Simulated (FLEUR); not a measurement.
# CdTe (F-43m) in FLEUR: notebook

Runs on CdTe. Level: PBE. Tasks: band structure, equation of state.

Program: FLEUR MaX-R8.1 (later development tree). These are calculated values, not measurements. Logs are shortened: lines on timing, memory, paths and dates and some standing lists are left out, and cuts for length are marked.

**Measured values to compare with.**

From a printed reference work, data compilation, for a bulk crystal of CdTe at 0 K: band gap 1.607 eV.

The runs below are set against these values where they give the same quantity.

### Step 1. The crystal as given

It takes space group F-43m (No. 216, cubic). Conventional cell: a = 6.410 Å, b = 6.410 Å, c = 6.410 Å, α = 90.00°, β = 90.00°, γ = 90.00°. Te (site symmetry -43m) has 4 Cd at 2.78 Å as nearest neighbours. Cd (site symmetry -43m) is surrounded by 4 Te at 2.78 Å.

### Step 2. Band structure, PBE

Input file inp.xml:

```xml
<?xml version="1.0" encoding="UTF-8" standalone="no"?>
<fleurInput fleurInputVersion="0.39">
   <comment>
      CdTe                                                                                                
   </comment>
   <calculationSetup>
      <cutoffs Kmax="3.5" Gmax="17.5" GmaxXC="17.5" numbands="0"/>
      <scfLoop itmax="60" minDistance="0.00001" maxIterBroyd="15" imix="Anderson" alpha="0.05" precondParam="0.0" spinf="2.0" sdNocoIR="T"/>
      <coreElectrons ctail="T" frcor="F" kcrel="0" coretail_lmax="0"/>
      <xcFunctional name="pbe" relativisticCorrections="F"/>
      <magnetism jspins="1"/>
      <soc l_soc="F" theta="0.0" phi="0.0" spav="F"/>
      <expertModes spex="0" secvar="F"/>
      <geometryOptimization l_f="F" forcealpha="1.0" forcemix="BFGS" epsdisp="0.00001" epsforce="0.00001"/>
      <ldaU l_linMix="F" mixParam="0.05" spinf="1.0"/>
   </calculationSetup>
   <cell>
      <bzIntegration valenceElectrons="42.0" mode="hist" fermiSmearingEnergy="0.00183747">
         <kPointListSelection listName="default-1"/>
         <!-- k-points included here -->
         <xi:include xmlns:xi="http://www.w3.org/2001/XInclude" href="kpts.xml"> </xi:include>
      </bzIntegration>
      <!-- symmetry operations included here -->
      <xi:include xmlns:xi="http://www.w3.org/2001/XInclude" href="sym.xml"> </xi:include>
      <bulkLattice scale="1.0">
         <bravaisMatrix>
            <row-1>    0.0000000000000000     6.0565722293429998     6.0565722293429998</row-1>
[... 31 lines left out ...]
         <lo type="SCLO" l="0" n="4" eDeriv="0"/>
         <lo type="SCLO" l="1" n="4" eDeriv="0"/>
         <lo type="SCLO" l="1" n="4" eDeriv="1"/>
         <lo type="SCLO" l="2" n="4" eDeriv="2"/>
         <lo type="SCLO" l="3" n="4" eDeriv="2"/>
      </species>
   </atomSpecies>
   <atomGroups>
      <atomGroup species="Tellurium (Te)">
         <relPos label="                   1">-1.000/4.000 -1.000/4.000 -1.000/4.000</relPos>
         <force calculate="T" relaxXYZ="TTT"/>
      </atomGroup>
      <atomGroup species="Cadmium (Cd)">
         <relPos label="                   2">.0000000000 .0000000000 .0000000000</relPos>
         <force calculate="T" relaxXYZ="TTT"/>
      </atomGroup>
   </atomGroups>
   <output dos="F" band="F" slice="F">
      <checks vchk="F" cdinf="F"/>
      <bandDOS minEnergy="-.5*Htr" maxEnergy="0.5*Htr" sigma="0.015" storeEVData="T"/>
      <vacuumDOS vacdos="F" integ="F" star="F" nstars="0" locx1="0.0" locy1="0.0" locx2="0.0" locy2="0.0" nstm="0" tworkf="0.0"/>
      <unfoldingBand unfoldBand="F" supercellX="1" supercellY="1" supercellZ="1"/>
      <plotting iplot="0" polar="F">
         <plot TwoD="T" vec1="  1.0  0.0  0.0" vec2="  0.0  1.0  0.0" vec3="  0.0  0.0  1.0" zero="  0.0  0.0  0.0" file="plot"/>
      </plotting>
      <chargeDensitySlicing numkpt="0" minEigenval="0.0" maxEigenval="0.0" nnne="0" pallst="F"/>
      <specialOutput eonly="F"/>
      <moessbauerParams electricFieldGradient="T" isomerShift="T" coreHyperfine="T" valenceHyperfine="T"/>
      <magneticCircularDichroism mcd="F" energyLo="-10.0" energyUp="0.0"/>
   </output>
  <!-- We include the file relax.xml here to enable relaxations (see documentation) -->
  <xi:include xmlns:xi="http://www.w3.org/2001/XInclude" href="relax.xml"> <xi:fallback/> </xi:include>
</fleurInput>
```

Input file crystal.txt:

```
CdTe
&input cartesian=F /
0.0000000000  3.2050000000  3.2050000000
3.2050000000  0.0000000000  3.2050000000
3.2050000000  3.2050000000  0.0000000000
1.8897261246
1.0 1.0 1.0

2
52 0.7500000000  0.7500000000  0.7500000000
48 0.0000000000  0.0000000000  0.0000000000

&kpt div1=7 div2=7 div3=7 gamma=T /
```

Input file inp.xml (bands):

```
<?xml version="1.0" encoding="UTF-8" standalone="no"?>
<fleurInput fleurInputVersion="0.39">
   <comment>
      CdTe                                                                                                
   </comment>
   <calculationSetup>
      <cutoffs Kmax="3.5" Gmax="17.5" GmaxXC="17.5" numbands="0"/>
      <scfLoop itmax="60" minDistance="0.00001" maxIterBroyd="15" imix="Anderson" alpha="0.05" precondParam="0.0" spinf="2.0" sdNocoIR="T"/>
      <coreElectrons ctail="T" frcor="F" kcrel="0" coretail_lmax="0"/>
      <xcFunctional name="pbe" relativisticCorrections="F"/>
      <magnetism jspins="1"/>
      <soc l_soc="F" theta="0.0" phi="0.0" spav="F"/>
      <expertModes spex="0" secvar="F"/>
      <geometryOptimization l_f="F" forcealpha="1.0" forcemix="BFGS" epsdisp="0.00001" epsforce="0.00001"/>
      <ldaU l_linMix="F" mixParam="0.05" spinf="1.0"/>
   </calculationSetup>
   <cell>
      <bzIntegration valenceElectrons="42.0" mode="hist" fermiSmearingEnergy="0.00183747">
         <kPointListSelection listName="path-1"/>
         <!-- k-points included here -->
         <xi:include xmlns:xi="http://www.w3.org/2001/XInclude" href="kpts.xml"> </xi:include>
      </bzIntegration>
      <!-- symmetry operations included here -->
      <xi:include xmlns:xi="http://www.w3.org/2001/XInclude" href="sym.xml"> </xi:include>
      <bulkLattice scale="1.0">
         <bravaisMatrix>
[... 32 lines left out ...]
         <lo type="SCLO" l="0" n="4" eDeriv="0"/>
         <lo type="SCLO" l="1" n="4" eDeriv="0"/>
         <lo type="SCLO" l="1" n="4" eDeriv="1"/>
         <lo type="SCLO" l="2" n="4" eDeriv="2"/>
         <lo type="SCLO" l="3" n="4" eDeriv="2"/>
      </species>
   </atomSpecies>
   <atomGroups>
      <atomGroup species="Tellurium (Te)">
         <relPos label="                   1">-1.000/4.000 -1.000/4.000 -1.000/4.000</relPos>
         <force calculate="T" relaxXYZ="TTT"/>
      </atomGroup>
      <atomGroup species="Cadmium (Cd)">
         <relPos label="                   2">.0000000000 .0000000000 .0000000000</relPos>
         <force calculate="T" relaxXYZ="TTT"/>
      </atomGroup>
   </atomGroups>
   <output dos="F" band="T" slice="F">
      <checks vchk="F" cdinf="F"/>
      <bandDOS minEnergy="-.5*Htr" maxEnergy="0.5*Htr" sigma="0.015" storeEVData="T"/>
      <vacuumDOS vacdos="F" integ="F" star="F" nstars="0" locx1="0.0" locy1="0.0" locx2="0.0" locy2="0.0" nstm="0" tworkf="0.0"/>
      <unfoldingBand unfoldBand="F" supercellX="1" supercellY="1" supercellZ="1"/>
      <plotting iplot="0" polar="F">
         <plot TwoD="T" vec1="  1.0  0.0  0.0" vec2="  0.0  1.0  0.0" vec3="  0.0  0.0  1.0" zero="  0.0  0.0  0.0" file="plot"/>
      </plotting>
      <chargeDensitySlicing numkpt="0" minEigenval="0.0" maxEigenval="0.0" nnne="0" pallst="F"/>
      <specialOutput eonly="F"/>
      <moessbauerParams electricFieldGradient="T" isomerShift="T" coreHyperfine="T" valenceHyperfine="T"/>
      <magneticCircularDichroism mcd="F" energyLo="-10.0" energyUp="0.0"/>
   </output>
  <!-- We include the file relax.xml here to enable relaxations (see documentation) -->
  <xi:include xmlns:xi="http://www.w3.org/2001/XInclude" href="relax.xml"> <xi:fallback/> </xi:include>
</fleurInput>
```

Potentials or basis: all-electron, FLAPW.

Command:

```console
inpgen -f crystal.txt -profile veryFastHighL
# inp.xml edited to the form shown
fleur_MPI
fleur_MPI   # second run, on inp.xml (bands)
```

Output:

```text
Welcome to FLEUR        (www.flapw.de)
      MaX-Release 8.1          (www.max-centre.eu)

 ========== k-point set info ==========
 Selected k-point list: default-1
 k-point list type: mesh
 7 x 7 x 7
 Number of k points: 20

 ------------Calculation Setup---------------------------
 Number of MPI-tasks      :            1
 Number of PE/node        :            1
 Number of OMP-threads    :            1
 Most efficient MPI parallelization for:
           1           2           4           5          10          20
 Additional eigenvalue parallelization possible
 Number of basis functions:          415
 Approximate size of matrices (H+S) per k-point:         0.005 GB
 --------------------------------------------------------
 Iteration:     1   Distance:       5.62793870 me/bohr^3
 Iteration:     2   Distance:       5.20716845 me/bohr^3
 Iteration:     3   Distance:       3.14283086 me/bohr^3
 Iteration:     4   Distance:       0.99639912 me/bohr^3
 Iteration:     5   Distance:       0.72918821 me/bohr^3
 Iteration:     6   Distance:       0.15402911 me/bohr^3
 Iteration:     7   Distance:       0.11108254 me/bohr^3
 Iteration:     8   Distance:       0.03918918 me/bohr^3
 Iteration:     9   Distance:       0.01011613 me/bohr^3
 Iteration:    10   Distance:       0.00460630 me/bohr^3
 Iteration:    11   Distance:       0.00043953 me/bohr^3
 Iteration:    12   Distance:       0.00040380 me/bohr^3
 Iteration:    13   Distance:       0.00004952 me/bohr^3
 Iteration:    14   Distance:       0.00003954 me/bohr^3
 Iteration:    15   Distance:       0.00001073 me/bohr^3
 Iteration:    16   Distance:       0.00000973 me/bohr^3

 ********************************************************************
 Run finished successfully
 Stop message:
   all done
 ********************************************************************
```

It took 50 s on 1 thread of Arm Neoverse V1, shared host; peak memory 0.09 GiB.

What came out:

```yaml
Free_energy: -337227.6857 eV
Band_gap_on_the_k_mesh: 0.87 eV, direct
Band_gap_along_the_path: 0.87 eV, direct
Valence_electrons_inside_the_program's_atomic_spheres: Te 19.07; Cd 18.60 (radii Te 2.3, Cd 2.56 bohr)
```

Levels at the corners of the path, in eV from the valence-band top:
| point | band 18 | band 19 | band 20 | band 21 | band 22 | band 23 | band 24 | band 25 |
| --- | --- | --- | --- | --- | --- | --- | --- | --- |
| Γ | -8.10 | 0.00 | 0.00 | 0.00 | 0.87 | 4.59 | 4.59 | 4.59 |
| X | -7.57 | -4.47 | -1.98 | -1.98 | 2.54 | 2.67 | 9.00 | 9.31 |
| W | -7.48 | -4.34 | -2.45 | -2.34 | 4.37 | 4.68 | 5.61 | 6.30 |
| K | -7.52 | -4.37 | -2.70 | -1.64 | 2.88 | 4.57 | 7.42 | 7.55 |
| Γ | -8.10 | 0.00 | 0.00 | 0.00 | 0.87 | 4.59 | 4.59 | 4.59 |
| L | -7.72 | -4.61 | -0.82 | -0.82 | 1.85 | 5.19 | 5.19 | 7.08 |
| U | -7.52 | -4.37 | -2.70 | -1.64 | 2.88 | 4.57 | 7.42 | 7.55 |
| W | -7.48 | -4.34 | -2.45 | -2.34 | 4.37 | 4.68 | 5.61 | 6.30 |
| L | -7.72 | -4.61 | -0.82 | -0.82 | 1.85 | 5.19 | 5.19 | 7.08 |
| K | -7.52 | -4.37 | -2.70 | -1.64 | 2.88 | 4.57 | 7.42 | 7.55 |
| U | -7.52 | -4.37 | -2.70 | -1.64 | 2.88 | 4.57 | 7.42 | 7.55 |
| X | -7.57 | -4.47 | -1.98 | -1.98 | 2.54 | 2.67 | 9.00 | 9.31 |

Core levels (eV from the Fermi level):
```csv
atom,levels
1 Te,"1s1/2 -31602.2, 2s1/2 -4840.3, 2p1/2 -4534.5, 2p3/2 -4260.0, 3s1/2 -959.0, 3p1/2 -833.3, 3p3/2 -782.1, 4s1/2 -158.8, 3d3/2 -560.5, 3d5/2 -549.8"
2 Cd,"1s1/2 -26506.2, 2s1/2 -3931.0, 2p1/2 -3659.2, 2p3/2 -3466.7, 3s1/2 -729.7, 3p1/2 -620.8, 3p3/2 -586.4, 3d3/2 -393.8, 3d5/2 -386.8"
```

Caveat: spin-orbit coupling is left out, which moves the levels of the heavy elements.

### Step 3. Equation of state, PBE, 30.95 Å³/atom (volume scaled by 0.94)

Changes to inp.xml since step 2:

```diff
@@ -24,3 +24,3 @@
       <xi:include xmlns:xi="http://www.w3.org/2001/XInclude" href="sym.xml"> </xi:include>
-      <bulkLattice scale="1.0">
+      <bulkLattice scale="0.9795861087">
          <bravaisMatrix>
@@ -34,3 +34,3 @@
       <species name="Tellurium (Te)" element="Te" atomicNumber="52">
-         <mtSphere radius="2.3" gridPoints="761" logIncrement="0.017"/>
+         <mtSphere radius="2.23" gridPoints="761" logIncrement="0.017"/>
          <atomicCutoffs lmax="8" lnonsphr="6"/>
@@ -51,3 +51,3 @@
       <species name="Cadmium (Cd)" element="Cd" atomicNumber="48">
-         <mtSphere radius="2.56" gridPoints="847" logIncrement="0.015"/>
+         <mtSphere radius="2.48" gridPoints="847" logIncrement="0.015"/>
          <atomicCutoffs lmax="9" lnonsphr="7"/>
```

Potentials or basis: all-electron, FLAPW.

Command:

```console
inpgen -f crystal.txt -profile veryFastHighL
# inp.xml edited to the form shown
fleur_MPI
```

Output:

```text
Welcome to FLEUR        (www.flapw.de)
      MaX-Release 8.1          (www.max-centre.eu)

 ========== k-point set info ==========
 Selected k-point list: default-1
 k-point list type: mesh
 7 x 7 x 7
 Number of k points: 20

 ------------Calculation Setup---------------------------
 Number of MPI-tasks      :            1
 Number of PE/node        :            1
 Number of OMP-threads    :            1
 Most efficient MPI parallelization for:
           1           2           4           5          10          20
 Additional eigenvalue parallelization possible
 Number of basis functions:          394
 Approximate size of matrices (H+S) per k-point:         0.005 GB
 --------------------------------------------------------
 Iteration:     1   Distance:       5.84581594 me/bohr^3
 Iteration:     2   Distance:       5.40564192 me/bohr^3
 Iteration:     3   Distance:       3.25303775 me/bohr^3
 Iteration:     4   Distance:       1.02080155 me/bohr^3
 Iteration:     5   Distance:       0.73903285 me/bohr^3
 Iteration:     6   Distance:       0.15403555 me/bohr^3
 Iteration:     7   Distance:       0.11073711 me/bohr^3
 Iteration:     8   Distance:       0.03959482 me/bohr^3
 Iteration:     9   Distance:       0.00854800 me/bohr^3
 Iteration:    10   Distance:       0.00453061 me/bohr^3
 Iteration:    11   Distance:       0.00047414 me/bohr^3
 Iteration:    12   Distance:       0.00041529 me/bohr^3
 Iteration:    13   Distance:       0.00006608 me/bohr^3
 Iteration:    14   Distance:       0.00003863 me/bohr^3
 Iteration:    15   Distance:       0.00001108 me/bohr^3
 Iteration:    16   Distance:       0.00001018 me/bohr^3
 Iteration:    17   Distance:       0.00000633 me/bohr^3

 ********************************************************************
 Run finished successfully
 Stop message:
   all done
 ********************************************************************
```

out.xml (last iteration):

```text
<iteration numberForCurrentRun="   17" overallNumber="   17">
         <energyParameters units="Htr">
            <atomicEP atomType="1" spin="1" branch="5s" branchLowest="-5.65" branchHighest="0.90" value="-0.2923174443"/>
            <atomicEP atomType="1" spin="1" branch="5p" branchLowest="-3.80" branchHighest="1.72" value="-0.0609590349"/>
            <atomicEP atomType="1" spin="1" branch="5d" branchLowest="-1.09" branchHighest="3.14" value="0.1382852643"/>
            <atomicEP atomType="1" spin="1" branch="4f" branchLowest="-9.99" branchHighest="1.75" value="0.2903896318"/>
[... 134 lines left out ...]
            </atomTypeDependentContributions>
            <tkbTimesEntropy value="0.0000000000"/>
            <freeEnergy value="-12392.8786491017"/>
            <extrapolationTo0K value="-12392.8786491017"/>
         </totalEnergy>
         <densityConvergence units="me/bohr^3">
            <chargeDensity spin="1" distance="0.0000063318"/>
         </densityConvergence>
      </iteration>
```

Run time: 44 s. Hardware: 1 thread of Arm Neoverse V1, shared host; peak memory 0.09 GiB.

What came out:

```
Free energy                                           : -337227.4076 eV
Band gap on the k mesh                                : 1.06 eV, direct
Valence electrons inside the program's atomic spheres : Te 18.85; Cd 18.48 (radii Te 2.23, Cd 2.48 bohr)
```

Caveat: the plane-wave cutoff is short for the semicore states, which can make moduli rough; spin-orbit coupling is left out, which moves the levels of the heavy elements.

### Step 4. Equation of state, PBE, 31.60 Å³/atom (volume scaled by 0.96)

Changes to inp.xml since step 3:

```diff
@@ -24,3 +24,3 @@
       <xi:include xmlns:xi="http://www.w3.org/2001/XInclude" href="sym.xml"> </xi:include>
-      <bulkLattice scale="0.9795861087">
+      <bulkLattice scale="0.9864848297">
          <bravaisMatrix>
```

Command:

```console
inpgen -f crystal.txt -profile veryFastHighL
# inp.xml edited to the form shown
fleur_MPI
```

Wall time 42 s (1 thread of Arm Neoverse V1, shared host); peak memory 0.09 GiB.

Results (log left out):

- Free energy: -337227.4678 eV
- Band gap on the k mesh: 0.99 eV, direct
- Valence electrons inside the program's atomic spheres: Te 18.84; Cd 18.46 (radii Te 2.23, Cd 2.48 bohr)

Caveat: the plane-wave cutoff is short for the semicore states, which can make moduli rough; spin-orbit coupling is left out, which moves the levels of the heavy elements.

### Step 5. Equation of state, PBE, 32.92 Å³/atom

Changes to inp.xml since step 4:

```diff
@@ -24,3 +24,3 @@
       <xi:include xmlns:xi="http://www.w3.org/2001/XInclude" href="sym.xml"> </xi:include>
-      <bulkLattice scale="0.9864848297">
+      <bulkLattice scale="1.0000000000">
          <bravaisMatrix>
```

Command:

```console
inpgen -f crystal.txt -profile veryFastHighL
# inp.xml edited to the form shown
fleur_MPI
```

Run time: 41 s. Hardware: 1 thread of Arm Neoverse V1, shared host; peak memory 0.09 GiB.

Results (log left out):

* Free energy: -337227.5530 eV
* Band gap on the k mesh: 0.87 eV, direct
* Valence electrons inside the program's atomic spheres: Te 18.82; Cd 18.42 (radii Te 2.23, Cd 2.48 bohr)

Caveat: the plane-wave cutoff is short for the semicore states, which can make moduli rough; spin-orbit coupling is left out, which moves the levels of the heavy elements.

### Step 6. Equation of state, PBE, 34.24 Å³/atom (volume scaled by 1.04)

Changes to inp.xml since step 5:

```diff
@@ -24,3 +24,3 @@
       <xi:include xmlns:xi="http://www.w3.org/2001/XInclude" href="sym.xml"> </xi:include>
-      <bulkLattice scale="1.0000000000">
+      <bulkLattice scale="1.0131594038">
          <bravaisMatrix>
```

Potentials or basis: all-electron, FLAPW.

Command:

```console
inpgen -f crystal.txt -profile veryFastHighL
# inp.xml edited to the form shown
fleur_MPI
```

Wall time 44 s (1 thread of Arm Neoverse V1, shared host); peak memory 0.1 GiB.

Results (log left out):

```
Free energy                                           : -337227.6021 eV
Band gap on the k mesh                                : 0.75 eV, direct
Valence electrons inside the program's atomic spheres : Te 18.81; Cd 18.39 (radii Te 2.23, Cd 2.48 bohr)
```

Caveat: the plane-wave cutoff is short for the semicore states, which can make moduli rough; spin-orbit coupling is left out, which moves the levels of the heavy elements.

### Step 7. Equation of state, PBE, 34.90 Å³/atom (volume scaled by 1.06)

Changes to inp.xml since step 6:

```diff
@@ -24,3 +24,3 @@
       <xi:include xmlns:xi="http://www.w3.org/2001/XInclude" href="sym.xml"> </xi:include>
-      <bulkLattice scale="1.0131594038">
+      <bulkLattice scale="1.0196128224">
          <bravaisMatrix>
```

Command:

```console
inpgen -f crystal.txt -profile veryFastHighL
# inp.xml edited to the form shown
fleur_MPI
```

It took 45 s on 1 thread of Arm Neoverse V1, shared host; peak memory 0.1 GiB.

It converged, with:

| Quantity | Value |
| --- | --- |
| Free energy | -337227.6172 eV |
| Band gap on the k mesh | 0.69 eV, direct |
| Valence electrons inside the program's atomic spheres | Te 18.80; Cd 18.37 (radii Te 2.23, Cd 2.48 bohr) |

Caveat: the plane-wave cutoff is short for the semicore states, which can make moduli rough; spin-orbit coupling is left out, which moves the levels of the heavy elements.

### Step 8. Equation of state, PBE

No new run: the results of the series are fitted here.

Results:

- Equilibrium volume: 37.24 Å³/atom (rough: see the caveat)
- Bulk modulus: 14.9 GPa (rough)

Energy against volume, from the lowest point:
| volume (Å³/atom) | energy (meV/atom) |
| --- | --- |
| 30.947 | 104.81 |
| 31.605 | 74.74 |
| 32.922 | 32.14 |
| 34.239 | 7.57 |
| 34.897 | 0.00 |

Caveat: the fit is doubtful: noisy points or a state that changes with volume; the minimum lies outside the volumes run; the plane-wave cutoff is short for the semicore states, which can make moduli rough. Spin-orbit coupling is left out, which matters for the levels of Te.

### Step 9. Against experiment

Step 2. A measured gap of CdTe is 1.607 eV (0 K; a printed reference work, data compilation); the calculated 0.87 eV misses it by -0.74 eV. Spin-orbit coupling on Cd, Te is left out. The value is that of PBE, without temperature or zero-point motion. Semilocal functionals fall short of measured gaps as a rule.
